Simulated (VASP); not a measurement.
# TiSe2 (P-3m1) in VASP: a series of runs

The runs below take TiSe2 through single point, with PBE+D3(BJ).

The COD entry that gives the cell may itself be a prediction, so a difference from it is no test against experiment.

All numbers are computed with VASP 6.6.1; they aren't measurements. Logs are shortened: lines on timing, memory, paths and dates and some standing lists are left out, and cuts for length are marked.

## (1) The structure

The structure is trigonal, space group P-3m1 (No. 164). The conventional cell has a = 3.481 Å, b = 3.481 Å, c = 5.873 Å, α = 90.00°, β = 90.00°, γ = 120.00°. Ti (site symmetry -3m) is surrounded by 6 Se at 2.54 Å. Around Se (site symmetry 3m) lie 3 Ti at 2.54 Å.

## (2) Single point, PBE+D3(BJ)

Input file INCAR:

```
SYSTEM = TiSe2
  ALGO = Fast
  EDIFF = 1E-6
  ENCUT = 520
  GGA = PE
  ISIF = 2
  ISMEAR = 0
  IVDW = 12
  LASPH = .True.
  LCHARG = .False.
  LREAL = .False.
  LWAVE = .False.
  NBANDS = 19
  NELM = 100
  PREC = Accurate
  SIGMA = 0.1
```

Input file KPOINTS:

```
k-points
0
Gamma
  15 15 8
  0 0 0
```

Input file POSCAR:

```
TiSe2
1.0
    3.4807141373      0.0000000000      0.0000000000
   -1.7403570686      3.0143868662      0.0000000000
    0.0000000000      0.0000000000      5.8731574480
Ti Se
1 2
Direct
    0.0000000000      0.0000000000      0.0000000000
    0.3333333333      0.6666666667      0.2646670002
    0.6666666667      0.3333333333      0.7353329998
```

Potentials or basis: VASP PAW PBE potentials, release 64 (Ti_sv, Se).

Started as:

```console
> cat potpaw_PBE.64/Ti_sv/POTCAR potpaw_PBE.64/Se/POTCAR > POTCAR
> mpirun -np 1 vasp_std > vasp.out
```

OUTCAR:

```text
SYSTEM = TiSe2
   EDIFF = 1E-6
   ENCUT = 520
   GGA = PE
   ISIF = 2
   ISMEAR = 0
   IVDW = 12
   LASPH = .True.
   LREAL = .False.
   NELM = 100
   PREC = Accurate
 IVDW          = 12

 ion  position               nearest neighbor table
   1  0.000  0.000  0.000-   2 2.54   3 2.54   2 2.54   3 2.54   3 2.54   2 2.54
   2  0.333  0.667  0.265-   1 2.54   1 2.54   1 2.54
   3  0.667  0.333  0.735-   1 2.54   1 2.54   1 2.54

  LATTYP: Found a hexagonal cell.
 ALAT       =     3.4807141373
 C/A-ratio  =     1.6873426591

  Lattice vectors:

 A1 = (   3.4807141373,   0.0000000000,   0.0000000000)
 A2 = (  -1.7403570686,   3.0143868662,   0.0000000000)
 A3 = (   0.0000000000,   0.0000000000,   5.8731574480)

Analysis of symmetry for initial positions (statically):
=====================================================================
 Subroutine PRICEL returns:
 Original cell was already a primitive cell.

 Routine SETGRP: Setting up the symmetry group for a
 hexagonal supercell.

 Subroutine GETGRP returns: Found 12 space group operations
 (whereof 12 operations were pure point group operations)
 out of a pool of 24 trial point group operations.

The static configuration has the point symmetry D_3d.

Analysis of symmetry for dynamics (positions and initial velocities):
=====================================================================
 Subroutine PRICEL returns:
 Original cell was already a primitive cell.

 Routine SETGRP: Setting up the symmetry group for a
 hexagonal supercell.

 Subroutine GETGRP returns: Found 12 space group operations
 (whereof 12 operations were pure point group operations)
 out of a pool of 24 trial point group operations.

The dynamic configuration has the point symmetry D_3d.

 Subroutine INISYM returns: Found 12 space group operations
 (whereof 12 operations are pure point group operations),
 and found     1 'primitive' translations

----------------------------------------------------------------------------------------

                                     Primitive cell

  volume of cell :      61.6225

  direct lattice vectors                    reciprocal lattice vectors
     3.480714137  0.000000000  0.000000000     0.287297365  0.165871211  0.000000000
    -1.740357069  3.014386866  0.000000000     0.000000000  0.331742422  0.000000000
     0.000000000  0.000000000  5.873157448     0.000000000  0.000000000  0.170266166

  length of vectors
     3.480714137  3.480714137  5.873157448     0.331742422  0.331742422  0.170266166
[... 84 lines left out ...]
   LREAL  =      F    real-space projection
   EDIFFG = 0.1E-04   stopping-criterion for IOM
   NSW    =      0    number of steps for IOM
   IBRION =     -1    ionic relax: 0-MD 1-quasi-New 2-CG
   NFREE  =      0    steps in history (QN), initial steepest desc. (CG)
   ISIF   =      2    stress and relaxation
   ISYM   =      2    0-nonsym 1-usesym 2-fastsym
   POTIM  = 0.5000    time-step for ionic-motion
   TEBEG  =    0.0;   TEEND  =   0.0 temperature during run
   PSTRESS=    0.0 pullay stress
   NELECT =      24.0000    total number of electrons
   NUPDOWN=      -1.0000    fix difference up-down
   EMIN   =  10.00;   EMAX   =-10.00  energy-range for DOS
   EFERMI =   0.00;   METHOD = LEGACY
   ISMEAR =     0;   SIGMA  =   0.10  broadening in eV -4-tet -1-fermi 0-gaus
   EFERMI_NEDOS =   21; number of points for ismear=-14 and -15
   IALGO  =     68    algorithm
   IMIX   =      4    mixing-type and parameters
     AMIX     =   0.40;   BMIX     =  1.00
     AMIX_MAG =   1.60;   BMIX_MAG =  1.00
  volume/ion in A,a.u.               =      20.54       138.62
  Fermi-wavevector in a.u.,A,eV,Ry     =   1.195544  2.259251 19.447155  1.429326
  Thomas-Fermi vector in A             =   2.331507
   LORBIT       =      0    0 simple, 1 ext, 2 COOP (PROOUT), +10 PAW based schemes
   GGA     = PE    functional components
   LHFCALC =     F    Hartree Fock is set to
   AEXX    =    0.0000 exact exchange contribution
   IVDW    =    12    specifies the selected vdW correction
   LEPSILON=     F    determine dielectric tensor
   LRPA    =     F    only Hartree local field effects (RPA)
 non-spin polarized calculation
 RMM-DIIS sequential band-by-band and
 Gauss-broadening in eV      SIGMA  =   0.10
  energy-cutoff  :      520.00
  volume of cell :       61.62
 maximum number of plane-waves:      1678
 NGX is ok and might be reduce to    28
   NGX = 13   NGY = 13   NGZ = 21

 number of electron      24.0000001 magnetization

 Free energy of the ion-electron system (eV)
  ---------------------------------------------------
  ext. energy  EPLUGINS =         0.00000000
  ---------------------------------------------------
  free energy    TOTEN  =       -18.12518685 eV

  energy without entropy =      -18.12076341  energy(sigma->0) =      -18.12297513

 E-fermi :   5.3623     XC(G=0): -10.2948

 val. band max:        5.3537831193   @ k =   0.0000   0.3333   0.3750
 cond. band min:       5.3697528763   @ k =   0.4667   0.0667   0.5000
 fundamental gap:      0.0159697570
 Fermi energy:         5.3622885371

 k-point     1 :       0.0000    0.0000    0.0000
  band No.  band energies     occupation
      1     -52.1514      2.00000
      2     -28.3842      2.00000
      3     -28.3700      2.00000
      4     -28.3700      2.00000
      5      -8.8317      2.00000
      6      -7.2305      2.00000
[... 505 lines left out ...]
      6      -6.9007      2.00000
[... 11 lines left out ...]
     18      11.4430      0.00000
     19      13.6879      0.00000

 [... further k-points ...]

------------------------ aborting loop because EDIFF is reached ----------------------------------------

 Edisp (eV)   -1.35019

 E8    (eV) :    -0.5857

  FORCE on cell =-STRESS in cart. coord.  units (eV):
  Direction    XX          YY          ZZ          XY          YZ          ZX
  --------------------------------------------------------------------------------------
  -------------------------------------------------------------------------------------
  Total       0.03565     0.03565     0.03095     0.00000    -0.00000     0.00000
  in kB       0.92694     0.92694     0.80478     0.00000    -0.00000     0.00000
  external pressure =        0.89 kB  Pullay stress =        0.00 kB

 VOLUME and BASIS-vectors are now :
 -----------------------------------------------------------------------------
  energy-cutoff  :      520.00
  volume of cell :       61.62
      direct lattice vectors                 reciprocal lattice vectors
     3.480714137  0.000000000  0.000000000     0.287297365  0.165871211  0.000000000
    -1.740357069  3.014386866  0.000000000     0.000000000  0.331742422  0.000000000
     0.000000000  0.000000000  5.873157448     0.000000000  0.000000000  0.170266166

 POSITION                                       TOTAL-FORCE (eV/Angst)
 -----------------------------------------------------------------------------------
      0.00000      0.00000      0.00000         0.000000      0.000000      0.000000
     -0.00000      2.00959      1.55443         0.000000      0.000000      0.014866
      1.74036      1.00480      4.31873        -0.000000      0.000000     -0.014866
 -----------------------------------------------------------------------------------
    total drift:                                0.000000      0.000000      0.000000

  FREE ENERGIE OF THE ION-ELECTRON SYSTEM (eV)
  ---------------------------------------------------
  free  energy   TOTEN  =       -19.4753746228 eV

  energy  without entropy=      -19.4709511782  energy(sigma->0) =      -19.47316290
```

OSZICAR:

```text
N       E                     dE             d eps       ncg     rms          rms(c)
DAV:   1     0.204439960767E+03    0.20444E+03   -0.11470E+04  7296   0.125E+03
DAV:   2    -0.934579299788E+00   -0.20537E+03   -0.19851E+03  7595   0.328E+02
DAV:   3    -0.202186049631E+02   -0.19284E+02   -0.18710E+02 10272   0.952E+01
[... 17 lines left out ...]
RMM:  21    -0.181251786099E+02   -0.42638E-05   -0.74244E-05 11126   0.538E-02    0.167E-03
RMM:  22    -0.181251823501E+02   -0.37402E-05   -0.38096E-05  9423   0.262E-02    0.200E-03
RMM:  23    -0.181251846363E+02   -0.22862E-05   -0.23751E-05  9081   0.186E-02    0.964E-04
RMM:  24    -0.181251859661E+02   -0.13298E-05   -0.14070E-05  8389   0.148E-02    0.250E-03
RMM:  25    -0.181251868535E+02   -0.88739E-06   -0.92038E-06  7606   0.115E-02
   1 F= -.19475375E+02 E0= -.19473163E+02  d E =-.442344E-02
```

stdout:

```text
POSCAR found type information on POSCAR TiSe
 POSCAR found :  2 types and       3 ions
 scaLAPACK will be used
 LDA part: xc-table for (Slater+PW92), standard interpolation
 POSCAR, INCAR and KPOINTS ok, starting setup
 FFT: planning ... GRIDC
 FFT: planning ... GRID_SOFT
 FFT: planning ... GRID
 WAVECAR not read
 entering main loop
WARNING in EDDRMM: call to ZHEGV failed, returncode =   8  4     11
WARNING in EDDRMM: call to ZHEGV failed, returncode =   8  4      2
WARNING in EDDRMM: call to ZHEGV failed, returncode =   8  4     17
WARNING in EDDRMM: call to ZHEGV failed, returncode =   6  3      7
WARNING in EDDRMM: call to ZHEGV failed, returncode =   6  3      5
```

Wall time 3.7 min (1 thread of Intel Xeon Platinum 8559C (Emerald Rapids), shared host); peak memory 0.36 GiB.

What came out:

- Free energy: -19.4754 eV
- Pressure: 0.1 GPa
- Largest force: 0.015 eV/Å
- Band gap on the k mesh: none (metal or under the smearing width)
- Dispersion energy per atom: -0.450 eV

Forces in eV/Å, atoms in the order of the input:
```
Ti   0.000  0.000  0.000
Se   0.000  0.000  0.015
Se   0.000  0.000 -0.015
```

Caveat: pairwise dispersion overbinds metals, which lowers pressure and volume.

## (3) Single point, PBE+D3(BJ) (the database's cell and atoms)

Input file INCAR:

```
SYSTEM = TiSe2
ALGO = Fast
EDIFF = 1E-6
ENCUT = 520
GGA = PE
ISIF = 2
ISMEAR = 0
IVDW = 12
LASPH = .TRUE.
LCHARG = .TRUE.
LELF = .TRUE.
LREAL = .FALSE.
LVHAR = .TRUE.
LWAVE = .FALSE.
NBANDS = 19
NELM = 100
PREC = Accurate
SIGMA = 0.1
```

Input file KPOINTS:

```
k-points
0
G
  15 15 8
  0 0 0
```

Input file POSCAR:

```
TiSe2
1.0
    3.5360000000      0.0000000000      0.0000000000
   -1.7680000000      3.0622658278      0.0000000000
    0.0000000000      0.0000000000      6.0040000000
Ti Se
1 2
Direct
    0.0000000000      0.0000000000      0.0000000000
    0.3333333333      0.6666666667      0.2552000000
    0.6666666667      0.3333333333      0.7448000000
```

Potentials or basis: VASP PAW PBE potentials, release 64 (Ti_sv, Se).

Started as:

```console
> cat potpaw_PBE.64/Ti_sv/POTCAR potpaw_PBE.64/Se/POTCAR > POTCAR
> mpirun -np 1 vasp_std > vasp.out
```

OUTCAR:

```text
SYSTEM = TiSe2
   EDIFF = 1E-6
   ENCUT = 520
   GGA = PE
   ISIF = 2
   ISMEAR = 0
   IVDW = 12
   LASPH = .TRUE.
   LREAL = .FALSE.
   NELM = 100
   PREC = Accurate
 IVDW          = 12

 ion  position               nearest neighbor table
   1  0.000  0.000  0.000-   2 2.55   3 2.55   3 2.55   2 2.55   3 2.55   2 2.55
   2  0.333  0.667  0.255-   1 2.55   1 2.55   1 2.55
   3  0.667  0.333  0.745-   1 2.55   1 2.55   1 2.55

  LATTYP: Found a hexagonal cell.
 ALAT       =     3.5360000000
 C/A-ratio  =     1.6979638009

  Lattice vectors:

 A1 = (   3.5360000000,   0.0000000000,   0.0000000000)
 A2 = (  -1.7680000000,   3.0622658278,   0.0000000000)
 A3 = (   0.0000000000,   0.0000000000,   6.0040000000)

Analysis of symmetry for initial positions (statically):
=====================================================================
 Subroutine PRICEL returns:
 Original cell was already a primitive cell.

 Routine SETGRP: Setting up the symmetry group for a
 hexagonal supercell.

 Subroutine GETGRP returns: Found 12 space group operations
 (whereof 12 operations were pure point group operations)
 out of a pool of 24 trial point group operations.

The static configuration has the point symmetry D_3d.

Analysis of symmetry for dynamics (positions and initial velocities):
=====================================================================
 Subroutine PRICEL returns:
 Original cell was already a primitive cell.

 Routine SETGRP: Setting up the symmetry group for a
 hexagonal supercell.

 Subroutine GETGRP returns: Found 12 space group operations
 (whereof 12 operations were pure point group operations)
 out of a pool of 24 trial point group operations.

The dynamic configuration has the point symmetry D_3d.

 Subroutine INISYM returns: Found 12 space group operations
 (whereof 12 operations are pure point group operations),
 and found     1 'primitive' translations

[... 117 lines left out ...]
  volume/ion in A,a.u.               =      21.67       146.24
  Fermi-wavevector in a.u.,A,eV,Ry     =   1.174393  2.219280 18.765127  1.379198
  Thomas-Fermi vector in A             =   2.310790
   LORBIT       =      0    0 simple, 1 ext, 2 COOP (PROOUT), +10 PAW based schemes
   GGA     = PE    functional components
   LHFCALC =     F    Hartree Fock is set to
   AEXX    =    0.0000 exact exchange contribution
   IVDW    =    12    specifies the selected vdW correction
   LEPSILON=     F    determine dielectric tensor
   LRPA    =     F    only Hartree local field effects (RPA)
 non-spin polarized calculation
 RMM-DIIS sequential band-by-band and
 Gauss-broadening in eV      SIGMA  =   0.10
  energy-cutoff  :      520.00
  volume of cell :       65.01
 maximum number of plane-waves:      1788
 NGX is ok and might be reduce to    28
   NGX = 13   NGY = 13   NGZ = 23

 number of electron      24.0000001 magnetization

 Free energy of the ion-electron system (eV)
  ---------------------------------------------------
  ext. energy  EPLUGINS =         0.00000000
  ---------------------------------------------------
  free energy    TOTEN  =       -18.17586963 eV

  energy without entropy =      -18.17175878  energy(sigma->0) =      -18.17381421

 E-fermi :   4.7980     XC(G=0):  -9.9968

 val. band max:        4.7862061338   @ k =   0.0000   0.4667   0.2500
 cond. band min:       4.8157572889   @ k =   0.0000   0.0667   0.2500
 fundamental gap:      0.0295511550
 Fermi energy:         4.7979517829

 k-point     1 :       0.0000    0.0000    0.0000
  band No.  band energies     occupation
      1     -52.8303      2.00000
      2     -29.0549      2.00000
      3     -29.0452      2.00000
      4     -29.0452      2.00000
      5      -9.1570      2.00000
      6      -7.7281      2.00000
[... 505 lines left out ...]
      6      -7.4263      2.00000
[... 11 lines left out ...]
     18      10.9429      0.00000
     19      13.0188      0.00000

 [... further k-points ...]

------------------------ aborting loop because EDIFF is reached ----------------------------------------

 Edisp (eV)   -1.27747

 E8    (eV) :    -0.5543

  FORCE on cell =-STRESS in cart. coord.  units (eV):
  Direction    XX          YY          ZZ          XY          YZ          ZX
  --------------------------------------------------------------------------------------
  -------------------------------------------------------------------------------------
  Total      -0.79613    -0.79613    -0.32681     0.00000     0.00000     0.00000
  in kB     -19.62010   -19.62010    -8.05392     0.00000     0.00000     0.00000
  external pressure =      -15.76 kB  Pullay stress =        0.00 kB

 VOLUME and BASIS-vectors are now :
 -----------------------------------------------------------------------------
  energy-cutoff  :      520.00
  volume of cell :       65.01
      direct lattice vectors                 reciprocal lattice vectors
     3.536000000  0.000000000  0.000000000     0.282805430  0.163277791  0.000000000
    -1.768000000  3.062265828  0.000000000     0.000000000  0.326555582  0.000000000
     0.000000000  0.000000000  6.004000000     0.000000000  0.000000000  0.166555630

 POSITION                                       TOTAL-FORCE (eV/Angst)
 -----------------------------------------------------------------------------------
      0.00000      0.00000      0.00000         0.000000      0.000000      0.000000
     -0.00000      2.04151      1.53222        -0.000000      0.000000      0.100458
      1.76800      1.02076      4.47178         0.000000      0.000000     -0.100458
 -----------------------------------------------------------------------------------
    total drift:                                0.000000     -0.000000     -0.000000

  FREE ENERGIE OF THE ION-ELECTRON SYSTEM (eV)
  ---------------------------------------------------
  free  energy   TOTEN  =       -19.4533361322 eV

  energy  without entropy=      -19.4492252737  energy(sigma->0) =      -19.45128070
```

stdout:

```text
POSCAR found type information on POSCAR TiSe
 POSCAR found :  2 types and       3 ions
 scaLAPACK will be used
 LDA part: xc-table for (Slater+PW92), standard interpolation
 POSCAR, INCAR and KPOINTS ok, starting setup
 FFT: planning ... GRIDC
 FFT: planning ... GRID_SOFT
 FFT: planning ... GRID
 WAVECAR not read
 entering main loop
WARNING in EDDRMM: call to ZHEGV failed, returncode =   8  4     16
WARNING in EDDRMM: call to ZHEGV failed, returncode =   6  3     16
WARNING in EDDRMM: call to ZHEGV failed, returncode =   6  3     16
WARNING in EDDRMM: call to ZHEGV failed, returncode =   6  3     12
WARNING in EDDRMM: call to ZHEGV failed, returncode =   6  3     17
WARNING in EDDRMM: call to ZHEGV failed, returncode =   6  3     16
WARNING in EDDRMM: call to ZHEGV failed, returncode =   6  3      5
```

Wall time 3.7 min (1 thread of Intel Xeon Platinum 8559C (Emerald Rapids), shared host); peak memory 0.37 GiB.

Results:

- Free energy: -19.4533 eV
- Pressure: -1.6 GPa
- Largest force: 0.100 eV/Å
- Band gap on the k mesh: none (metal or under the smearing width)
- Dispersion energy per atom: -0.426 eV

Forces in eV/Å, atoms in the order of the input:
```
Ti   0.000  0.000  0.000
Se   0.000  0.000  0.100
Se   0.000  0.000 -0.100
```
